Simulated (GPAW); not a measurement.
# TePb: single point with PBE

The system is TePb.

```xyz
2
Lattice="4.0023 0.0000 0.0000 0.0000 4.0023 0.0000 0.0000 0.0000 4.0023" Properties=species:S:1:pos:R:3 pbc="T T T"
Pb    0.0000    0.0000    0.0000
Te    2.0011    2.0011    2.0011
```

Measurements of this composition are mostly on another form, of space group No. 225.

```json
{"Program": "GPAW 26.7.0", "Task": "single point", "Functional": "PBE", "Potentials or basis": "GPAW PAW data sets (gpaw-data 1.2.1)", "Cutoff": "600 eV", "Basis": "pw", "k mesh": "7 × 7 × 7", "Occupations": "gaussian, width 0.025 eV", "Spin": "no spin polarisation"}
```

```json
{
  "Pressure": "-0.2 GPa",
  "Band gap on the k mesh": "none (metal or under the smearing width)"
}
```

Levels at points of the mesh, in eV from the Fermi level:
| k point | band 6 | band 7 | band 8 | band 9 | band 10 | band 11 | band 12 | band 13 | band 14 | band 15 |
| --- | --- | --- | --- | --- | --- | --- | --- | --- | --- | --- |
| (0.00, 0.00, 0.00) | -12.13 | -6.71 | -1.57 | -1.57 | -1.57 | 4.03 | 4.03 | 5.21 | 5.21 | 5.21 |

Wall time 17 s on 1 thread of Arm Neoverse V1, with other jobs on the host, peak memory 0.16 GiB.

Spin-orbit coupling is left out, which matters for the levels of Pb, Te.
